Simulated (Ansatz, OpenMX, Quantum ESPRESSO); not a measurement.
**One calculation of Au, 3 ways**

```
CELL_PARAMETERS angstrom
2.90000 0.00000 0.00000
-1.45000 2.51147 0.00000
0.00000 0.00000 24.76000
ATOMIC_POSITIONS crystal
Au 0.66667 0.33333 0.30291
Au 0.33333 0.66667 0.40145
Au 0.66667 0.33333 0.50000
Au 0.33333 0.66667 0.59855
Au 0.66667 0.33333 0.69709
```

Alike in all runs: functional PBE; k mesh 11 × 11 × 1; occupations fermi-dirac, width 0.05 eV; no spin polarisation; no spin-orbit coupling.

```json
{"program and potentials": "Ansatz, Ansatz PAW", "plane-wave cutoff (eV)": "420", "notes": "19 valence electrons an atom on average", "largest force (eV/Å)": "0.126"}
{"program and potentials": "OpenMX, OpenMX 2013 PBE set, Au7.0-s3p2d2f1, grid cutoff 400 Ry", "plane-wave cutoff (eV)": "-", "notes": "atomic basis; 17 valence electrons an atom on average", "largest force (eV/Å)": "0.144"}
{"program and potentials": "Quantum ESPRESSO, PseudoDojo 0.4.1 SR PBE standard", "plane-wave cutoff (eV)": "1034", "notes": "19 valence electrons an atom on average", "largest force (eV/Å)": "0.127"}
```

Force on atom 4 (Au), eV/Å:

```csv
program and potentials,x,y,z
"Ansatz, Ansatz PAW",0.000,0.000,-0.126
"OpenMX, OpenMX 2013 PBE set, Au7.0-s3p2d2f1, grid cutoff 400 Ry",-0.001,-0.008,-0.122
"Quantum ESPRESSO, PseudoDojo 0.4.1 SR PBE standard",0.000,0.000,-0.127
```

Rows in atomic bases carry the error of their basis and grid, which can be large.

The functional is the same throughout but for its coding, so the spread measures potentials, basis and numerics; runs on potential files found faulty are left out.

The subsurface gold atom is pulled towards the middle of the slab, with a z force of -0.122 to -0.127 eV/Å in all runs. Its neighbouring layers are equally spaced, so the force reflects the different electronic surroundings on its vacuum and inner sides. Surface atoms have lost neighbours, and their s and d electrons redistribute, which probably alters the balance between sp cohesion and repulsion of the filled d shells across the outer spacing. The direction suggests a tendency for the subsurface layer to move away from the outermost one.

The lateral component of -0.008 eV/Å in OpenMX has no physical origin, since the rotation axis through each atom forbids it; it probably comes from the real-space grid. That run's largest force, 0.144 eV/Å, also lies on another atom, so the close match on atom 4 doesn't extend to the whole slab. The layers alternate in hexagonal stacking rather than following the cubic sequence of bulk gold, so the forces don't directly give the relaxation of an ordinary Au(111) surface.
